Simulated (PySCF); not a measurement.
NZnH3, in a box:

```
N Zn H
1.0
    11.00000    0.00000    0.00000
     0.00000   13.00000    0.00000
     0.00000    0.00000   11.00000
N Zn H
1 1 3
Direct
  0.50167 0.40226 0.48249
  0.54370 0.53639 0.47947
  0.41459 0.37925 0.45137
  0.51304 0.35569 0.56047
  0.58730 0.64775 0.46920
```

The cell isn't the ideal one: atoms moved at random, drawn with an rms of 0.05 Å.

Program: PySCF 2.14.0. Alike in all runs: task atomic charges; potentials or basis pob-tzvp-rev2 (all-electron); no spin polarisation; cell atoms moved at random, drawn with an rms of 0.05 Å; k mesh 1 × 1 × 1; smearing fixed.

Question: Order these runs on this cell by their band gap on the k mesh, lowest first.
A. level TPSSh; exxdiv ewald; three-centre integrals read from an earlier run's file
B. level SCAN0; exxdiv ewald; three-centre integrals read from an earlier run's file
C. level HSE03+D3; exxdiv ewald; three-centre integrals read from an earlier run's file; three-body dispersion term no
D. level B3PW91; exxdiv ewald; three-centre integrals read from an earlier run's file
E. level PBE

Answer: E (5.62 eV), A (6.89 eV), C (7.34 eV), D (7.66 eV), B (8.53 eV).

Caveats: this is a molecule in a periodic box at the Γ point, so its band gap is the HOMO-LUMO gap; the basis of atomic orbitals isn't converged, which shifts pressures, moduli and gaps; this basis is made for solids and lacks diffuse functions, so gaps of a molecule come out too wide by an eV or more; this program's HSE differs a little from the usual definition (some runs).

